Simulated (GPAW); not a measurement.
A calculation with GPAW 26.7.0 of SnTe (cli, structure from a P1 CIF):

File SnTe.cif:

```cif
data_SnTe
_cell_length_a 3.90470000
_cell_length_b 3.90470000
_cell_length_c 3.90470000
_cell_angle_alpha 90.00000000
_cell_angle_beta 90.00000000
_cell_angle_gamma 90.00000000
_space_group_name_H-M_alt 'P1'
_space_group_name_Hall 'P 1'
_space_group_IT_number 1
loop_
_space_group_symop_operation_xyz
'x,y,z'
loop_
_atom_site_label
_atom_site_type_symbol
_atom_site_symmetry_multiplicity
_atom_site_Wyckoff_symbol
_atom_site_fract_x
_atom_site_fract_y
_atom_site_fract_z
_atom_site_occupancy
Te1 Te 1 a 0.5000000000 0.5000000000 0.5000000000 1
Sn1 Sn 1 a 0.0000000000 0.0000000000 0.0000000000 1
```

Potentials or basis: GPAW PAW data sets (gpaw-data 1.2.1), pw.

Run with:

```bash
$ OMP_NUM_THREADS=1 gpaw run SnTe.cif -p 'mode=PW(600),xc=PBE,kpts={size:(7,7,7),gamma:True},occupations={name:fermi-dirac,width:0.05},nbands=19,convergence={density:1e-05,energy:1e-05},maxiter=150,txt=gpaw.txt' --properties efs -w gs.gpw
```

Measurements of this composition are mostly on another form, of space group No. 225.

Question: Write the same calculation in another form: ASE script, structure typed inline.

Answer: As run:

The input run.py:

```python
from ase import Atoms
from ase.dft.bandgap import bandgap
from ase.io import write
from ase.units import Bohr, GPa
from gpaw import GPAW, PW
from gpaw.elf import elf_from_dft_calculation

atoms = Atoms(['Te', 'Sn'],
              cell=[[3.9047, 0.0, 0.0],
                    [0.0, 3.9047, 0.0],
                    [0.0, 0.0, 3.9047]],
              scaled_positions=[[0.5, 0.5, 0.5],
                                [0.0, 0.0, 0.0]],
              pbc=True)

calc = GPAW(mode=PW(600),
            xc='PBE',
            kpts={'size': (7, 7, 7), 'gamma': True},
            occupations={'name': 'fermi-dirac', 'width': 0.05},
            nbands=19,
            convergence={'density': 1e-05, 'energy': 1e-05},
            maxiter=150,
            txt='gpaw.txt')
atoms.calc = calc
energy = atoms.get_potential_energy()
forces = atoms.get_forces()
stress = atoms.get_stress()
calc.write('gs.gpw')
write('result.traj', atoms)
print(f'Energy: {energy:.6f} eV')
print('Forces (eV/A):')
print(forces.round(4))
print('Stress (GPa):', (stress / GPa).round(3))
print('Fermi level:', round(calc.get_fermi_level(), 4), 'eV')
print(f'Gap: {bandgap(calc)[0]:.4f} eV, direct: {bandgap(calc, direct=True)[0]:.4f} eV')

# fields on the real-space grid
write('density.cube', atoms, data=calc.get_pseudo_density() * Bohr**3)
write('potential.cube', atoms, data=calc.get_electrostatic_potential())
write('elf.cube', atoms, data=elf_from_dft_calculation(calc).data)
```

Potentials or basis: GPAW PAW data sets (gpaw-data 1.2.1), pw.

Launch:

```console
$ OMP_NUM_THREADS=1 python run.py
```

Both were run:

|  | cli, structure from a P1 CIF | ASE script, structure typed inline |
| --- | --- | --- |
| Pressure | -1.3 GPa | -1.3 GPa |
| Band gap on the k mesh | none (metal or under the smearing width) | none (metal or under the smearing width) |

Keys that steer only the numerical path or the files written may differ.
